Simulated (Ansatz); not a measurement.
ZrC: single point with PBEsol

The system is ZrC.

```
Zr C
1.0
     3.39148    0.00000    0.00000
    -1.69574    2.93710    0.00000
     0.00000    0.00000    5.29005
Zr C
2 2
Direct
  0.66667 0.33333 0.75000
  0.33333 0.66667 0.25000
  0.00000 0.00000 0.50000
  0.00000 0.00000 0.00000
```

The cell comes from a database or a generator and needn't be the stable form of this composition.

* Program: Ansatz 0.2.0
* Task: single point
* Functional: PBEsol
* Potentials or basis: Ansatz PAW
* Cutoff: 420 eV (not typed: the program's choice for these potentials)
* k mesh: 9 × 9 × 5
* Occupations: fermi-dirac, width 0.05 eV
* Spin: no spin polarisation

- Pressure: -7.8 GPa
- Band gap on the k mesh: none (metal or under the smearing width)

Stress tensor (GPa, compression positive):
```
-8.41  0.00  0.00
 0.00 -8.41  0.00
 0.00  0.00 -6.66
```

Levels at points of the mesh, in eV from the Fermi level:
```csv
k point,band 13,band 14,band 15,band 16,band 17,band 18,band 19,band 20
"(0.00, 0.00, 0.00)",-2.81,-1.08,-1.08,0.92,1.23,1.23,1.63,1.63
```

Run time: 1 s on 2 threads of Intel(R) Xeon(R) Platinum 8488C (Sapphire Rapids), on a shared host, peak memory 0.39 GiB.

Caveat: the PAW data sets come from PBE, with cores solved anew for the run's functional, which leaves a small shift of forces and pressure.
